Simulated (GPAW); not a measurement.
Sn:

```xyz
1
Lattice="-1.8947 1.8947 1.8947 1.8947 -1.8947 1.8947 1.8947 1.8947 -1.8947" Properties=species:S:1:pos:R:3 pbc="T T T"
Sn    0.0000    0.0000    0.0000
```

This isn't the form of Sn at room conditions, which is tetragonal (white tin).

```yaml
Program: GPAW 26.7.0
Task: relaxation of cell and atoms
Functional: PBE
Dispersion: D4
Potentials_or_basis: GPAW PAW data sets (gpaw-data 1.2.1)
Cutoff: 600 eV
Basis: pw
k_mesh: 10 × 10 × 10
Occupations: fermi-dirac, width 0.05 eV
Spin: no spin polarisation
```

At the start: pressure -1.9 GPa; volume 27.20 Å³/atom.

Question: Where does the relaxation end?

Answer: Over 3 steps the energy falls by 7.2 meV/atom and the volume is 26.04 Å³/atom (-4.3 %); space group Im-3m (No. 229, to 0.05 Å).

The path:
```
step  energy change (eV)  largest force (eV/Å)  pressure (GPa)  volume (Å³)
   1              0.0000                0.0000           -1.93        27.20
   2             -0.0039                0.0000           -1.33        26.83
   3             -0.0072                0.0000            0.10        26.04
```

Final structure:
```
Sn
1.0
    -1.86725    1.86725    1.86725
     1.86725   -1.86725    1.86725
     1.86725    1.86725   -1.86725
Sn
1
Direct
  0.00000 0.00000 0.00000
```

Caveat: later steps reuse the first step's grids; pairwise dispersion overbinds metals, which lowers pressure and volume.
